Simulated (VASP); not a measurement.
Input of a VASP 6.6.1 run:

Contents of POSCAR:

```
Ir
1.0
    0.0000000000      1.9369071725      1.9369071725
    1.9369071725      0.0000000000      1.9369071725
    1.9369071725      1.9369071725      0.0000000000
  Ir
     1
Direct
     0.0000000000000000    0.0000000000000000    0.0000000000000000
```

Contents of INCAR.step1:

```
SYSTEM = Ir
  PREC = Accurate
  ENCUT = 600
  EDIFF = 1E-8
  ISMEAR = 1
  SIGMA = 0.2
  LREAL = .False.
  LASPH = .True.
  NELM = 80
  ALGO = Fast
  ISIF = 3
  LWAVE = .False.
  LCHARG = .False.
  GGA = PE
  KPAR = 2
  IBRION = 2
  NSW = 40
  EDIFFG = -0.002
```

The input INCAR.step2:

```
SYSTEM = Ir
  PREC = Accurate
  ENCUT = 600
  EDIFF = 1E-8
  ISMEAR = 1
  SIGMA = 0.2
  LREAL = .False.
  LASPH = .True.
  NELM = 80
  ALGO = Fast
  ISIF = 3
  LWAVE = .False.
  LCHARG = .False.
  GGA = PE
  KPAR = 2
  IBRION = 6
  NFREE = 2
  POTIM = 0.015
  NSW = 1
```

The input KPOINTS:

```
Automatic mesh
0
Gamma
  30 30 30
  0 0 0
```

Potentials or basis: VASP PAW PBE potentials, release 64 (Ir).

Run with:

```bash
$ cat potpaw_PBE.64/Ir/POTCAR > POTCAR
$ cp INCAR.step1 INCAR
$ mpirun -np 2 vasp_std > vasp.out
$ cp CONTCAR POSCAR
$ cp INCAR.step2 INCAR
$ mpirun -np 2 vasp_std > vasp.out
```

Question: Predict the elastic constants C11, C12, C44.

Answer: 584, 232, 254 GPa.

Question: Estimate the Voigt bulk modulus.

Answer: 350 GPa.

Question: Predict the space group after relaxing (to 0.05 Å).

Answer: Fm-3m (No. 225).

Question: Estimate the relaxed cell.

Answer: a = 2.738 Å, b = 2.738 Å, c = 2.738 Å, α = 60.00°, β = 60.00°, γ = 60.00°.

Elastic tensor in Voigt notation (GPa, in the Cartesian axes of the cell as first typed):
```
584 232 232   0   0   0
232 584 232   0   0   0
232 232 584   0   0   0
  0   0   0 254   0   0
  0   0   0   0 254   0
  0   0   0   0   0 254
```

The run has no spin-orbit coupling, so splittings on Ir are missing.
